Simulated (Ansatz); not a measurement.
# Mn3Si (Fm-3m) in Ansatz: further runs

Runs on Mn3Si. Level: LDA. Tasks: single point, equation of state.

All numbers are computed with Ansatz 0.2.0; they aren't measurements. Logs are shortened: lines on timing, memory, paths and dates and some standing lists are left out, and cuts for length are marked.

## Step 1: The crystal as given

Symmetry: Fm-3m, No. 225, cubic system. Conventional cell: a = 5.722 Å, b = 5.722 Å, c = 5.722 Å, α = 90.00°, β = 90.00°, γ = 90.00°. Around Mn (site symmetry -43m) lie 4 Mn at 2.48 Å and 4 Si at 2.48 Å. Mn (site symmetry m-3m) is surrounded by 8 Mn at 2.48 Å. Si (site symmetry m-3m) is surrounded by 8 Mn at 2.48 Å.

## Step 2: Single point, LDA, collinear spin, ferromagnetic start, 11.01 Å³/atom (volume scaled by 0.94)

Contents of input.yaml:

```yaml
crystal:
  lattice:
    - [0.0, 2.802595857, 2.802595857]
    - [2.802595857, 0.0, 2.802595857]
    - [2.802595857, 2.802595857, 0.0]
  atoms:
    - { symbol: Mn, position: [0.75, 0.75, 0.75], spin: 4.0 }
    - { symbol: Mn, position: [0.25, 0.25, 0.25], spin: 4.0 }
    - { symbol: Mn, position: [0.5, 0.5, 0.5], spin: 4.0 }
    - { symbol: Si, position: [0.0, 0.0, 0.0] }
kpoints:
  mp_grid: { grid: [8, 8, 8] }
scf:
  occupations: { method: fermi_dirac, width: 0.05 }
hamiltonian:
  xc: lda
  pseudopotentials: { kind: all_electron, lapw: { basis_error: 0.002 } }
magnetization:
  spin_polarized: true
output:
  forces: true
  stress: true
  eigenvalues: true
```

Potentials or basis: all-electron LAPW, scalar-relativistic.

Command:

```
$ ansatz run input.yaml --threads 4 --pin off --max-ram 12288MiB --backend cpu --events-out ev --progress --plain --runs-dir out
```

Log:

```text
Warning: RAYON_NUM_THREADS=4 ignored (pool sized by the plan → 4); use --threads N
LAPW: plane waves up to 8.812 Å⁻¹, error target 2.0e-3 eV per atom; small_component_spin mean_spin; Si in spheres of 1.214 Å, 12 of its electrons in bands, Dirac shells []; Mn in spheres of 1.214 Å, 15 of its electrons in bands, Dirac shells [] (how accurate: hamiltonian.pseudopotentials.lapw.basis_error, Limitations)
Engine: ansatz 0.2.0, x86_64-unknown-linux-gnu
Pseudopotentials: kind: all_electron
Pseudopotential: Mn, LAPW, valence charge 15, lapw/all_electron/scalar/gaussian/Mn, Koelling and Harmon's equation, gaussian nucleus
Pseudopotential: Si, LAPW, valence charge 12, lapw/all_electron/scalar/gaussian/Si, Koelling and Harmon's equation, gaussian nucleus
Functional definition: SPW92
  exchange = slater_x
  correlation = pw_c
Crystal: 4 atoms, lattice volume = 44.026 Å³
Basis set: ecut = 295.8605666514488 eV, 531 PW (Γ), exchange–correlation at level 2
Bands: 42, of which v1, the nominal top of the filled ones, is band 29 counted from 1 (28 counted from 0)
Symmetry: 48 space group operations
Space group: Fm-3m (ITA 225), of the structure as read, at distance tolerance 3.5e-5 Å
Magnetic group: BNS 225.116 (UNI 1618), of the structure as read, at distance tolerance 3.5e-5 Å
k-points: 29 of 512
Non-local potential: Mn, projectors of the file, none
Non-local potential: Si, projectors of the file, none
Initial density: superposition of atomic densities (chi_scale 0.1, normalization cell)
Starting moments: Σ|m| = 12 μB on 3 of 4 sites
Initial wavefunctions: plane waves of lowest kinetic energy (no species holds an atomic orbital)
Functional: x = slater, c = lda
iter 1 solved again at ethr=5.22e-4 eV; its pass at ethr=1.00e-1 eV (dr2=2.98e-1 eV) is discarded
SCF iter   1: F=—  HF=-102282.098911 eV  |F-HF|=—  |Δ(HF+E_count)|=         —  Δρ=1.32e-1 (↑1.31e-1 ↓1.32e-1)  dr2=2.97e-1  dr2_m=6.88e0  M=3.095 μB ∫|m|=3.194 μB  β_m=0.30  ethr=5.22e-4  ⟨swp⟩=2.4  Hψ=17045  notcnv=0
Mixer restart at iter 1: flushing history
[... 15 lines left out ...]
SCF iter  13: F=-102278.574112 eV  HF=-102278.574112 eV  |F-HF|=1.72e-8  |Δ(HF+E_count)|=   6.87e-9  Δρ=1.55e-6 (↑1.55e-6 ↓1.06e-6)  dr2=4.54e-9  dr2_m=5.81e-11  M=1.195 μB ∫|m|=3.079 μB  ethr=2.79e-11  ⟨swp⟩=2.0  Hψ=6510  notcnv=0
SCF 1 converged in 13 iterations: F = -102278.574112 eV  dr2 = 4.54e-9
WARN: the starting moments were not kept: 2 of 3 ended reversed and 1 kept their direction, counting a site from 0.1 μB. The largest reversed, site 1 (counted from 0, in the order of the report's site_moments_mub), started with +4.0 μB and closes at -4.6e-1 μB in its sphere. The net magnetisation is 1.1e0 μB in size, at most 0.1 of the 12 μB that the starting moments add up to as vectors. The SCF closed on another magnetic arrangement than the starting moments describe; that does not show which of the two is lower. To try another start: change the starting moments (crystal.atoms[].spin, magnetization.per_species, magnetization.initial_magnetization, or on a non-collinear deck that types none of these the spinor_matrix: blocks that start its atoms; where the total moment is fixed, keep their sum and leave initial_magnetization as it is; typed ones take the place of any that the run laid by itself, positive ones on a crystal's lanthanoids without a Hubbard term where scf.initial_density.shell_occupations: [] is typed); see also scf.mixing.spin_hold.
SCF converged after 13 iterations
Magnetization: 1.1948 μB (29.0974 up, 27.9026 down)
Absolute magnetization: 3.0793 μB (∫|ρ↑−ρ↓|)
Spin contamination: 0.7238 ħ² per cell (⟨S²⟩ above its minimum at these occupations)
Per-site moments (μB) at R_I (Å): [(-0.4562545134505669, 1.2135595862680615), (-0.4562545134505669, 1.2135595862680615), (2.0558052355324037, 1.2135595862680615), (0.026169555223604313, 1.2135595862680615)]
Free energy (F): -102278.574112 eV
Harris-Foulkes:  -102278.574112 eV  (|F-HF|=1.72e-8)
Internal energy: -102278.535195 eV  (E = F + TS)
E sigma→0 (E₀):  -102278.554654 eV
Entropy (-TS):   -0.038916 eV (-9.729 meV/atom)
Fermi energy:    18.907655 eV
--- Per-component energies (eV) ---
  E_band       = -1124.036875
  E_kinetic    = 103434.972779
  E_xc         = -4638.118871
  E_electrostatic = -201075.389103  (all electrons and nuclei)
  E_smearing   = -0.038916  (= −TS)
  E_closure    = 0.000000  (closes the sum)
  E_atoms      = -102239.590400  (free atoms, spherical and without spin; not in F)
  Σ components = -102278.574112   (vs F -102278.574112, Δ=0.00e0)
  Basis errors (estimates in eV, not in F): energy 4.2e-4 per atom: plane waves 3.4e-4 (1.8e-4 summed), levels above the bands 8.6e-107, relativity 5.3e-9, radial functions 7.4e-5, core shells 3.9e-8; eigenvalues (radial functions only) 3.1e-6; not estimated: angular momenta, meshes, grids; target (lapw.basis_error) 2.0e-3; muffin-tin radii Si 1.214 Å, Mn 1.214 Å
--- Forces (eV/Å), atoms counted from 1 ---
  atom   1  Mn    -0.00000000     0.00000000    -0.00000000
  atom   2  Mn     0.00000000    -0.00000000     0.00000000
  atom   3  Mn    -0.00000000    -0.00000000     0.00000000
  atom   4  Si    -0.00000000     0.00000000    -0.00000000
  max |Σ_I F_I| component: 1.85e-17 eV/Å
--- Stress (GPa, compression-positive) ---
      -13.558103      -0.000000      -0.000000
       -0.000000     -13.558103      -0.000000
       -0.000000      -0.000000     -13.558103
  P = ⅓ Tr σ = -13.5581 GPa (-135.581 kbar)
--- Band table (eV; the first three rows and the last of 58) ---
  k-point 0 ↑: bands = ["-113.9011", "-70.7514", "-70.7514", "-70.7514", "-60.6616", "-59.0453", "-59.0139", "-29.7993", "-29.7993", "-29.7993", "-28.2605", "-28.2605", "-28.2605", "-28.1324", "-28.1324", "-28.1324", "7.6300", "14.8502", "14.8502", "15.0130", "15.0130", "15.0130", "16.3307", "16.3307", "16.3307", "18.9891", "18.9891", "19.5417", "19.5417", "19.5417", "20.2093", "20.2093", "22.9476", "23.9425", "23.9425", "23.9425", "25.2749", "25.2749", "25.2749", "28.9291", "28.9291", "28.9291"]
  k-point 1 ↑: bands = ["-113.9011", "-70.7514", "-70.7514", "-70.7514", "-60.6610", "-59.0445", "-59.0153", "-29.8008", "-29.8008", "-29.7996", "-28.2551", "-28.2551", "-28.2514", "-28.1425", "-28.1363", "-28.1363", "7.8488", "14.6021", "14.6021", "14.7534", "15.4466", "15.4466", "16.2524", "16.3171", "16.3171", "18.9505", "18.9505", "19.2548", "19.3581", "19.3581", "20.1767", "20.1767", "22.8791", "23.7426", "23.8771", "23.8771", "25.1304", "25.3202", "25.3202", "28.5909", "28.5909", "29.5343"]
  k-point 2 ↑: bands = ["-113.9011", "-70.7514", "-70.7514", "-70.7514", "-60.6595", "-59.0421", "-59.0193", "-29.8045", "-29.8045", "-29.7999", "-28.2406", "-28.2406", "-28.2300", "-28.1668", "-28.1476", "-28.1476", "8.4680", "14.0228", "14.4667", "14.4667", "16.0000", "16.0000", "16.0499", "16.3776", "16.3776", "18.7604", "18.7604", "18.8601", "19.0575", "19.0575", "19.9945", "19.9945", "21.6270", "23.5568", "23.7777", "23.7777", "25.1296", "25.1296", "26.3681", "28.7868", "28.7868", "30.0680"]
  k-point 28 ↓: bands = ["-113.8898", "-70.7386", "-70.7386", "-70.7386", "-59.4925", "-59.4925", "-58.4817", "-28.7911", "-28.7258", "-28.6894", "-28.6894", "-28.5836", "-28.5836", "-27.6400", "-27.6400", "-27.6096", "10.4330", "13.6640", "13.6640", "14.9659", "15.8270", "16.7735", "16.7735", "17.1309", "17.5240", "17.5240", "18.1451", "18.4219", "19.8332", "19.8332", "19.9758", "20.0201", "20.2818", "20.2818", "20.7589", "26.0590", "27.0142", "27.5563", "27.5563", "31.5854", "32.3316", "32.3316"]
```

Wall time 5.3 s (4 threads of AMD EPYC 9R45 (Zen 5), shared host); peak memory 0.69 GiB.

What came out:

| Quantity | Value |
| --- | --- |
| Free energy | -102278.5741 eV |
| Pressure | -13.6 GPa |
| Band gap on the k mesh | none (metal or under the smearing width) |
| Net moment | 1.19 μB per cell |
| Absolute moment | 3.08 μB per cell |
| Site moments | Mn -0.46, +2.06; Si +0.03 μB |

Caveat: the starting moments weren't kept.

## Step 3: Single point, LDA, collinear spin, ferromagnetic start, 11.24 Å³/atom (volume scaled by 0.96)

input.yaml, as its differences from that of step 2:

```diff
@@ -2,5 +2,5 @@
   lattice:
-    - [0.0, 2.802595857, 2.802595857]
-    - [2.802595857, 0.0, 2.802595857]
-    - [2.802595857, 2.802595857, 0.0]
+    - [0.0, 2.8223330979, 2.8223330979]
+    - [2.8223330979, 0.0, 2.8223330979]
+    - [2.8223330979, 2.8223330979, 0.0]
   atoms:
```

Potentials or basis: all-electron LAPW, scalar-relativistic.

Command:

```
$ ansatz run input.yaml --threads 4 --pin off --max-ram 12288MiB --backend cpu --events-out ev --progress --plain --runs-dir out
```

Wall time 5.7 s (4 threads of AMD EPYC 9R45 (Zen 5), shared host); peak memory 0.69 GiB.

It converged, with:

```
Free energy            : -102278.4841 eV
Pressure               : -17.1 GPa
Band gap on the k mesh : none (metal or under the smearing width)
Net moment             : 1.11 μB per cell
Absolute moment        : 3.47 μB per cell
Site moments           : Mn -0.57, +2.20; Si +0.03 μB
```

Caveat: the starting moments weren't kept.

## Step 4: Single point, LDA, collinear spin, ferromagnetic start, 11.47 Å³/atom (volume scaled by 0.98)

input.yaml, as its differences from that of step 3:

```diff
@@ -2,5 +2,5 @@
   lattice:
-    - [0.0, 2.8223330979, 2.8223330979]
-    - [2.8223330979, 0.0, 2.8223330979]
-    - [2.8223330979, 2.8223330979, 0.0]
+    - [0.0, 2.8417980792, 2.8417980792]
+    - [2.8417980792, 0.0, 2.8417980792]
+    - [2.8417980792, 2.8417980792, 0.0]
   atoms:
```

Command:

```
$ ansatz run input.yaml --threads 4 --pin off --max-ram 12288MiB --backend cpu --events-out ev --progress --plain --runs-dir out
```

Run time: 6 s. Hardware: 4 threads of AMD EPYC 9R45 (Zen 5), shared host; peak memory 0.69 GiB.

The run converged. Its results:

```yaml
Free_energy: -102278.3742 eV
Pressure: -20.4 GPa
Band_gap_on_the_k_mesh: none (metal or under the smearing width)
Net_moment: 1.06 μB per cell
Absolute_moment: 3.78 μB per cell
Site_moments: Mn -0.66, +2.33; Si +0.03 μB
```

Caveat: the starting moments weren't kept.

## Step 5: Single point, LDA, collinear spin, ferromagnetic start, 11.71 Å³/atom

input.yaml, as its differences from that of step 4:

```diff
@@ -2,5 +2,5 @@
   lattice:
-    - [0.0, 2.8417980792, 2.8417980792]
-    - [2.8417980792, 0.0, 2.8417980792]
-    - [2.8417980792, 2.8417980792, 0.0]
+    - [0.0, 2.861, 2.861]
+    - [2.861, 0.0, 2.861]
+    - [2.861, 2.861, 0.0]
   atoms:
```

Command:

```
$ ansatz run input.yaml --threads 4 --pin off --max-ram 12288MiB --backend cpu --events-out ev --progress --plain --runs-dir out
```

Wall time 5.8 s (4 threads of AMD EPYC 9R45 (Zen 5), shared host); peak memory 0.69 GiB.

It converged, with:

```
Free energy            : -102278.2464 eV
Pressure               : -23.3 GPa
Band gap on the k mesh : none (metal or under the smearing width)
Net moment             : 1.04 μB per cell
Absolute moment        : 4.04 μB per cell
Site moments           : Mn -0.73, +2.44; Si +0.03 μB
```

Caveat: the starting moments weren't kept.

## Step 6: Single point, LDA, collinear spin, ferromagnetic start, 11.94 Å³/atom (volume scaled by 1.02)

input.yaml, as its differences from that of step 5:

```diff
@@ -2,5 +2,5 @@
   lattice:
-    - [0.0, 2.861, 2.861]
-    - [2.861, 0.0, 2.861]
-    - [2.861, 2.861, 0.0]
+    - [0.0, 2.8799475721, 2.8799475721]
+    - [2.8799475721, 0.0, 2.8799475721]
+    - [2.8799475721, 2.8799475721, 0.0]
   atoms:
```

Potentials or basis: all-electron LAPW, scalar-relativistic.

Command:

```
$ ansatz run input.yaml --threads 4 --pin off --max-ram 12288MiB --backend cpu --events-out ev --progress --plain --runs-dir out
```

Run time: 5.6 s. Hardware: 4 threads of AMD EPYC 9R45 (Zen 5), shared host; peak memory 0.61 GiB.

The run converged. Its results:

```
Free energy            : -102278.1027 eV
Pressure               : -25.9 GPa
Band gap on the k mesh : none (metal or under the smearing width)
Net moment             : 1.03 μB per cell
Absolute moment        : 4.27 μB per cell
Site moments           : Mn -0.79, +2.54; Si +0.04 μB
```

Caveat: the starting moments weren't kept.

## Step 7: Single point, LDA, collinear spin, ferromagnetic start, 12.18 Å³/atom (volume scaled by 1.04)

input.yaml, as its differences from that of step 6:

```diff
@@ -2,5 +2,5 @@
   lattice:
-    - [0.0, 2.8799475721, 2.8799475721]
-    - [2.8799475721, 0.0, 2.8799475721]
-    - [2.8799475721, 2.8799475721, 0.0]
+    - [0.0, 2.8986490543, 2.8986490543]
+    - [2.8986490543, 0.0, 2.8986490543]
+    - [2.8986490543, 2.8986490543, 0.0]
   atoms:
```

Command:

```
$ ansatz run input.yaml --threads 4 --pin off --max-ram 12288MiB --backend cpu --events-out ev --progress --plain --runs-dir out
```

It took 5.7 s on 4 threads of AMD EPYC 9R45 (Zen 5), shared host; peak memory 0.64 GiB.

The run converged. Its results:

```
Free energy            : -102277.9445 eV
Pressure               : -28.2 GPa
Band gap on the k mesh : none (metal or under the smearing width)
Net moment             : 1.02 μB per cell
Absolute moment        : 4.46 μB per cell
Site moments           : Mn -0.84, +2.63; Si +0.04 μB
```

Caveat: the starting moments weren't kept.

## Step 8: Single point, LDA, collinear spin, ferromagnetic start, 12.41 Å³/atom (volume scaled by 1.06)

input.yaml, as its differences from that of step 7:

```diff
@@ -2,5 +2,5 @@
   lattice:
-    - [0.0, 2.8986490543, 2.8986490543]
-    - [2.8986490543, 0.0, 2.8986490543]
-    - [2.8986490543, 2.8986490543, 0.0]
+    - [0.0, 2.9171122849, 2.9171122849]
+    - [2.9171122849, 0.0, 2.9171122849]
+    - [2.9171122849, 2.9171122849, 0.0]
   atoms:
```

Command:

```
$ ansatz run input.yaml --threads 4 --pin off --max-ram 12288MiB --backend cpu --events-out ev --progress --plain --runs-dir out
```

Wall time 6 s (4 threads of AMD EPYC 9R45 (Zen 5), shared host); peak memory 0.64 GiB.

The run converged. Its results:

- Free energy: -102277.7736 eV
- Pressure: -30.2 GPa
- Band gap on the k mesh: none (metal or under the smearing width)
- Net moment: 1.01 μB per cell
- Absolute moment: 4.64 μB per cell
- Site moments: Mn -0.89, +2.71; Si +0.04 μB

Caveat: the starting moments weren't kept.

## Step 9: Equation of state, LDA, collinear spin, ferromagnetic start

Potentials or basis: all-electron LAPW, scalar-relativistic.

No new run: the results of the series are fitted here.

What came out:

```yaml
Equilibrium_volume: "10.30 Å³/atom (rough: see the caveat)"
Bulk_modulus: 231 GPa (rough)
```

Energy against volume, from the lowest point:
```csv
volume (Å³/atom),energy (meV/atom)
11.007,0.00
11.241,22.50
11.475,49.98
11.709,81.93
11.943,117.85
12.177,157.40
12.412,200.13
```

Caveat: the minimum lies outside the volumes run; the starting moments weren't kept.
